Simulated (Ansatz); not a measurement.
**Band table of SnO₂ (fluorite type)**

```xyz
3
Lattice="0.0000 2.3873 2.3873 2.3873 0.0000 2.3873 2.3873 2.3873 0.0000" Properties=species:S:1:pos:R:3 pbc="T T T"
Sn    0.0000    0.0000    0.0000
O     1.1936    1.1936    1.1936
O     3.5809    3.5809    3.5809
```

The cell comes from a relaxation on PAW files under the same functional, begun from a prototype that needn't be the stable phase.

Level of theory: DFT with PBE, scalar-relativistic, in Ansatz 0.2.0; a Γ-centred 12×12×12 k mesh, Fermi–Dirac smearing of 0.08 eV, no spin polarisation. LAPW: all electrons, basis error target 1 meV/atom.

This run: volume at 0.8 of the series' base cell.

Spin–orbit coupling is left out, which matters for the heavy atoms.

Path points, in fractions of the reciprocal vectors: Γ (0.000, 0.000, 0.000), X (0.500, 0.000, 0.500), U (0.625, 0.250, 0.625), K (0.375, 0.375, 0.750), L (0.500, 0.500, 0.500), W (0.500, 0.250, 0.750). The distance column jumps between branches of the path. Levels in eV from the valence-band top; bands 12 to 27, counted from the lowest band of the run. The gap is 2.25 eV, the pressure 71.1 GPa.

```
# k(1/Å) point b12 b13 b14 b15 b16 b17 b18 b19 b20 b21 b22 b23 b24 b25 b26 b27
0.000 Γ -21.62 -20.74 -20.74 -20.74 -20.38 -20.38 -16.16 -3.48 -3.48 -3.48 -1.82 -1.82 -1.82 2.25 7.69 7.69
0.164 - -21.55 -20.79 -20.72 -20.72 -20.39 -20.38 -16.12 -3.69 -3.69 -3.38 -2.34 -1.72 -1.72 2.63 7.44 7.95
0.329 - -21.35 -20.94 -20.69 -20.69 -20.40 -20.37 -16.01 -4.20 -4.20 -3.52 -3.09 -1.50 -1.50 3.43 6.88 8.68
0.493 - -21.14 -21.03 -20.63 -20.63 -20.42 -20.35 -15.86 -4.93 -4.84 -4.84 -2.62 -1.24 -1.24 4.22 6.33 9.75
0.658 - -21.37 -20.66 -20.57 -20.57 -20.41 -20.34 -15.70 -6.35 -5.49 -5.49 -2.05 -0.96 -0.96 4.69 6.19 11.01
0.822 - -21.58 -20.53 -20.50 -20.50 -20.32 -20.10 -15.56 -7.66 -6.07 -6.07 -1.43 -0.70 -0.70 4.60 6.73 12.30
0.987 - -21.74 -20.54 -20.44 -20.44 -20.30 -19.66 -15.45 -8.74 -6.52 -6.52 -0.86 -0.47 -0.47 4.36 7.56 12.59
1.151 - -21.85 -20.56 -20.40 -20.40 -20.29 -19.32 -15.38 -9.47 -6.80 -6.80 -0.46 -0.32 -0.32 4.20 8.45 11.48
1.316 X -21.88 -20.56 -20.38 -20.38 -20.29 -19.19 -15.36 -9.73 -6.90 -6.90 -0.31 -0.27 -0.27 4.14 8.97 10.88
1.374 - -21.88 -20.56 -20.41 -20.39 -20.29 -19.16 -15.38 -9.72 -6.89 -6.89 -0.35 -0.28 -0.27 4.17 9.01 10.86
1.432 - -21.87 -20.56 -20.47 -20.39 -20.30 -19.07 -15.44 -9.71 -6.86 -6.86 -0.44 -0.31 -0.26 4.25 9.10 10.79
1.490 - -21.85 -20.56 -20.55 -20.39 -20.30 -18.94 -15.54 -9.69 -6.81 -6.81 -0.58 -0.37 -0.27 4.39 9.26 10.69
1.549 - -21.83 -20.65 -20.55 -20.40 -20.31 -18.78 -15.68 -9.65 -6.75 -6.73 -0.76 -0.45 -0.27 4.57 9.47 10.56
1.607 - -21.80 -20.76 -20.54 -20.40 -20.31 -18.60 -15.85 -9.61 -6.67 -6.64 -0.99 -0.55 -0.28 4.79 9.72 10.40
1.665 - -21.76 -20.86 -20.53 -20.41 -20.32 -18.41 -16.05 -9.54 -6.57 -6.53 -1.24 -0.66 -0.29 5.04 9.99 10.24
1.723 - -21.72 -20.95 -20.52 -20.42 -20.33 -18.21 -16.28 -9.46 -6.47 -6.40 -1.52 -0.79 -0.30 5.31 10.07 10.29
1.781 U -21.68 -21.04 -20.50 -20.43 -20.34 -18.00 -16.53 -9.36 -6.35 -6.25 -1.81 -0.93 -0.32 5.57 9.91 10.59
2.587 K -21.68 -21.04 -20.50 -20.43 -20.34 -18.00 -16.53 -9.36 -6.35 -6.25 -1.81 -0.93 -0.32 5.57 9.91 10.59
2.762 - -21.53 -21.24 -20.47 -20.47 -20.37 -17.38 -17.36 -8.95 -5.92 -5.71 -2.68 -1.39 -0.40 6.18 9.51 11.42
2.936 - -21.38 -21.34 -20.51 -20.43 -20.39 -18.24 -16.81 -8.34 -5.41 -5.06 -3.46 -1.88 -0.53 6.29 9.06 11.87
3.111 - -21.34 -21.26 -20.56 -20.41 -20.41 -19.08 -16.35 -7.53 -4.82 -4.33 -4.02 -2.34 -0.72 5.99 8.40 10.92
3.285 - -21.25 -21.18 -20.62 -20.41 -20.40 -19.81 -16.07 -6.56 -4.29 -4.18 -3.59 -2.74 -0.95 5.46 7.75 9.82
3.460 - -21.20 -21.10 -20.66 -20.45 -20.40 -20.30 -15.98 -5.49 -4.25 -3.50 -3.06 -2.90 -1.21 4.66 7.38 8.91
3.634 - -21.36 -20.93 -20.70 -20.65 -20.39 -20.37 -16.03 -4.47 -3.99 -3.29 -2.82 -2.33 -1.48 3.65 7.37 8.24
3.808 - -21.54 -20.79 -20.73 -20.72 -20.38 -20.38 -16.12 -3.74 -3.65 -3.44 -2.16 -1.95 -1.71 2.69 7.57 7.83
3.983 Γ -21.62 -20.74 -20.74 -20.74 -20.38 -20.38 -16.16 -3.48 -3.48 -3.48 -1.82 -1.82 -1.82 2.25 7.69 7.69
4.125 - -21.57 -20.77 -20.73 -20.73 -20.38 -20.38 -16.13 -3.67 -3.52 -3.52 -2.01 -1.85 -1.85 2.56 7.64 7.82
4.268 - -21.44 -20.84 -20.71 -20.71 -20.38 -20.38 -16.06 -4.16 -3.61 -3.61 -2.43 -1.94 -1.94 3.30 7.55 8.19
4.410 - -21.37 -20.79 -20.69 -20.69 -20.38 -20.38 -16.02 -4.80 -3.75 -3.75 -2.92 -2.08 -2.08 4.19 7.55 8.77
4.553 - -21.46 -20.66 -20.66 -20.48 -20.37 -20.37 -16.05 -5.40 -3.91 -3.91 -3.43 -2.23 -2.23 5.06 7.71 9.51
4.695 - -21.61 -20.64 -20.64 -20.36 -20.36 -20.02 -16.23 -5.85 -4.07 -4.07 -3.92 -2.38 -2.38 5.77 8.01 10.36
4.838 - -21.74 -20.63 -20.63 -20.34 -20.34 -19.49 -16.54 -6.12 -4.35 -4.20 -4.20 -2.50 -2.50 6.31 8.35 11.20
4.980 - -21.82 -20.63 -20.63 -20.33 -20.33 -18.99 -16.92 -6.22 -4.66 -4.28 -4.28 -2.58 -2.58 6.64 8.60 11.88
5.123 L -21.85 -20.63 -20.63 -20.32 -20.32 -18.74 -17.13 -6.24 -4.78 -4.31 -4.31 -2.61 -2.61 6.76 8.69 12.16
5.239 - -21.83 -20.66 -20.62 -20.34 -20.32 -18.66 -17.13 -6.48 -4.88 -4.40 -4.19 -2.49 -2.43 6.73 8.72 12.13
5.355 - -21.79 -20.77 -20.60 -20.38 -20.32 -18.46 -17.14 -7.02 -5.26 -4.41 -4.00 -2.14 -2.05 6.65 8.81 12.05
5.472 - -21.72 -20.92 -20.57 -20.42 -20.33 -18.19 -17.15 -7.64 -5.79 -4.33 -3.89 -1.65 -1.63 6.53 8.92 11.96
5.588 - -21.63 -21.08 -20.52 -20.44 -20.34 -17.90 -17.16 -8.23 -6.32 -4.20 -3.84 -1.26 -1.13 6.40 9.02 11.86
5.704 - -21.55 -21.22 -20.47 -20.46 -20.35 -17.62 -17.17 -8.74 -6.79 -4.06 -3.82 -0.96 -0.66 6.27 9.11 11.79
5.821 - -21.48 -21.33 -20.48 -20.43 -20.35 -17.40 -17.18 -9.13 -7.17 -3.94 -3.82 -0.75 -0.30 6.17 9.16 11.73
5.937 - -21.43 -21.39 -20.49 -20.39 -20.35 -17.25 -17.19 -9.38 -7.41 -3.85 -3.82 -0.62 -0.08 6.10 9.19 11.70
6.053 W -21.42 -21.42 -20.49 -20.38 -20.35 -17.20 -17.20 -9.46 -7.49 -3.82 -3.82 -0.57 0.00 6.08 9.20 11.69
6.135 - -21.53 -21.29 -20.50 -20.38 -20.35 -17.53 -16.87 -9.47 -7.47 -4.42 -3.20 -0.57 -0.01 5.97 9.30 11.21
6.218 - -21.62 -21.16 -20.51 -20.38 -20.34 -17.86 -16.54 -9.51 -7.40 -4.99 -2.59 -0.55 -0.02 5.69 9.56 10.75
6.300 - -21.70 -21.01 -20.52 -20.38 -20.33 -18.17 -16.23 -9.56 -7.30 -5.51 -2.00 -0.53 -0.05 5.32 9.89 10.30
6.382 - -21.77 -20.85 -20.53 -20.38 -20.32 -18.46 -15.95 -9.61 -7.19 -5.98 -1.45 -0.49 -0.09 4.95 9.89 10.21
6.464 - -21.82 -20.70 -20.54 -20.38 -20.31 -18.73 -15.71 -9.66 -7.08 -6.36 -0.97 -0.45 -0.13 4.62 9.52 10.49
6.547 - -21.85 -20.55 -20.55 -20.38 -20.30 -18.96 -15.52 -9.70 -6.98 -6.66 -0.59 -0.40 -0.18 4.36 9.23 10.70
6.629 - -21.87 -20.56 -20.43 -20.38 -20.29 -19.13 -15.40 -9.72 -6.92 -6.84 -0.35 -0.35 -0.23 4.20 9.04 10.83
6.711 X -21.88 -20.56 -20.38 -20.38 -20.29 -19.19 -15.36 -9.73 -6.90 -6.90 -0.31 -0.27 -0.27 4.14 8.97 10.88
```
